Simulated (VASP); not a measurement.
Crystal: ZnS.

```
Zn S
1.0
     0.00000    2.70200    2.70200
     2.70200    0.00000    2.70200
     2.70200    2.70200    0.00000
Zn S
1 1
Direct
  0.77190 0.73485 0.72853
  0.98910 0.00895 0.02258
```

The cell isn't the ideal one: atoms moved at random, drawn with an rms of 0.1 Å.

```yaml
Program: VASP 6.6.1
Task: relaxation of the atoms
Functional: r2SCAN
Potentials_or_basis: VASP PAW PBE potentials, release 64 (Zn, S)
Cutoff: 520 eV
k_mesh: 7 × 7 × 7
Occupations: gaussian, width 0.05 eV
Spin: no spin polarisation
```

At the start: pressure 0.5 GPa; volume 19.73 Å³/atom.

Where does the relaxation end?

Over 8 steps the energy falls by 52.6 meV/atom; space group F-43m (No. 216, to 0.05 Å).

Step by step:
```tsv
step	energy change (eV)	largest force (eV/Å)	pressure (GPa)
1	0.0000	1.1426	0.50
2	-0.0859	0.4713	-0.38
3	-0.1020	0.1992	-0.56
4	-0.1048	0.0664	-0.58
5	-0.1050	0.0396	-0.60
6	-0.1050	0.0395	-0.59
7	-0.1051	0.0150	-0.60
8	-0.1051	0.0027	-0.60
```

Final structure:
```cif
data_structure
_symmetry_space_group_name_H-M 'P 1'
_symmetry_Int_Tables_number 1
_cell_length_a 3.8212
_cell_length_b 3.8212
_cell_length_c 3.8212
_cell_angle_alpha 60.000
_cell_angle_beta 60.000
_cell_angle_gamma 60.000
_cell_volume 39.45
loop_
_atom_site_label
_atom_site_type_symbol
_atom_site_fract_x
_atom_site_fract_y
_atom_site_fract_z
_atom_site_occupancy
Zn1 Zn 0.75585 0.74686 0.75034 1
S1 S 0.00515 0.99695 0.00077 1
```

Caveat: the PAW data sets were made with another functional, which shifts forces and pressure a little.
